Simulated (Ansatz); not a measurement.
Born–Oppenheimer molecular dynamics of a periodic cell of 24 atoms, SnO2 (start crystal SnO2, start structure P4_2/mnm, volume 1.1 times the crystal's). It goes on from the last frame of an earlier run, with new velocities.

Method: DFT PBEsol, scalar-relativistic, plane waves, PAW (Ansatz). Settings: accuracy low, PAW set soft_1, cutoff 420 eV, k mesh 3x3x3, fermi-dirac smearing 0.17 eV, no spin polarisation.

| Property | Result |
| --- | --- |
| ensemble | NVT, Langevin thermostat |
| time step | 1.5 fs |
| steps asked | 120 |
| set temperature | 1600 K |
| friction | 0.02 /fs |
| temperature schedule | 90 steps to 300 K, then 30 steps to 300 K |
| seed | 838227 |

First frame:

```xyz
24
Lattice="-4.8903 -4.8903 0.0000 4.8903 -4.8903 0.0000 0.0000 0.0000 6.5785" Properties=species:S:1:pos:R:3
Sn -0.078 -4.884 0.090
Sn 2.513 -2.355 1.684
O 1.526 -3.357 -0.062
O 0.962 -0.587 1.815
O -1.690 -6.109 0.254
O 3.662 -4.091 1.584
Sn -0.228 -4.738 3.509
Sn 2.485 -2.415 4.773
O 1.334 -3.206 3.264
O 0.964 -0.989 5.126
O -1.405 -6.296 3.088
O 3.764 -4.263 5.009
Sn 0.084 -0.154 0.026
Sn -2.828 -2.403 1.758
O -3.569 -3.025 0.141
O 0.877 -5.666 1.986
O -1.335 -1.803 0.026
O -1.234 -3.887 1.621
Sn -0.249 0.172 3.168
Sn -2.518 -2.314 5.201
O -3.429 -3.557 3.273
O 0.685 -5.936 4.992
O -1.418 -1.867 3.472
O -1.073 -3.777 5.043
```

Task: What does the run give?

Result: The run went to its last step.

- steps done: 120
- time covered: 180 fs
- mean temperature over the second half: 832 K
- spread of the potential energy over the second half: 41.8 meV per atom
- mean potential energy of the second half above the start: -156.5 meV per atom

The schedule's set-point averaged 410 K over the second half and the system 832 K, so it lags behind the ramp. A run of 0.18 ps of so small a system gives no equilibrium averages. Limits of this set-up: PAW files made for another functional, low accuracy level.

Task: What happens to the structure?

Result: Mean squared displacements from the first frame to the last, about the centre of mass: Sn 0.06 Å², O 0.15 Å². The details hang on the random start.

Task: How do temperature and energy run in time?

Result: 
```csv
time (fs),T (K),potential energy less start (eV)
0,1533,0.000
9,1457,-0.572
18,1973,-2.048
27,1903,-1.893
36,1729,-1.463
45,1605,-1.710
54,1313,-1.779
63,1135,-1.495
72,1224,-1.725
81,1330,-1.926
90,1087,-1.476
99,1274,-2.567
108,1018,-3.005
117,800,-2.879
126,734,-3.304
135,892,-4.184
144,856,-4.442
153,751,-4.541
162,686,-4.845
171,541,-4.820
180,482,-4.752
```

Run time: 27 min on 4 threads of Intel(R) Xeon(R) Platinum 8175M CPU @ 2.50GHz (Skylake/Cascade Lake), on a shared host, peak memory 1.8 GiB.
